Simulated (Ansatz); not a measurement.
# Sn: the cost of one run

Program: Ansatz 0.2.0. Level of theory: DFT PBE, scalar-relativistic, plane waves, PAW. These are calculated values, not measurements.

3 further runs of the same task are left out: 2 that didn't finish, 1 set aside as unsound or not needed.

## (1) The structure to begin with

The structure is tetragonal, space group I4/mmm (No. 139). The conventional cell has a = 3.181 Å, b = 3.181 Å, c = 5.831 Å, α = 90.00°, β = 90.00°, γ = 90.00°. Sn (site symmetry 4/mmm) has 4 Sn at 3.18 Å as nearest neighbours.

Coordinates:

```xyz
1
Lattice="-1.5907 1.5908 2.9157 1.5907 -1.5908 2.9157 1.5908 1.5908 -2.9157" Properties=species:S:1:pos:R:3 pbc="T T T"
Sn    0.0000    0.0000    0.0000
```

The structure comes from the Crystallography Open Database.

## (2) Random moves and strain, cell strained

What differs from the listed cell: strain xx, yy, zz, yz, xz, xy = +5.2, +4.2, +4.7, -0.2, +0.1, +0.2 %.

Input file input.yaml:

```yaml
crystal:
  lattice:
    - [-1.6662295165, 1.6487343165, 3.048323932]
    - [1.6749181535, -1.6606301685, 3.059554627]
    - [1.6733560765, 1.6677567285, -3.054814192]
  atoms:
    - { symbol: Sn, position: [0.0, 0.0, 0.0] }
basis:
  ecutwfc: 420
kpoints:
  mp_grid: { grid: [12, 12, 16] }
hamiltonian:
  xc: pbe
scf:
  occupations: { method: gaussian, width: 0.1 }
output:
  forces: true
  stress: true
  eigenvalues: true
  populations: true
```

Run with:

```
> ansatz run input.yaml --threads 1 --pin off --max-ram 1331MiB --backend cpu --events-out ev --progress --plain --runs-dir out
```

What time and memory should one allow on 1 thread of an x86-64 CPU, shared host?

About 54 s, with a peak of 0.67 GiB.
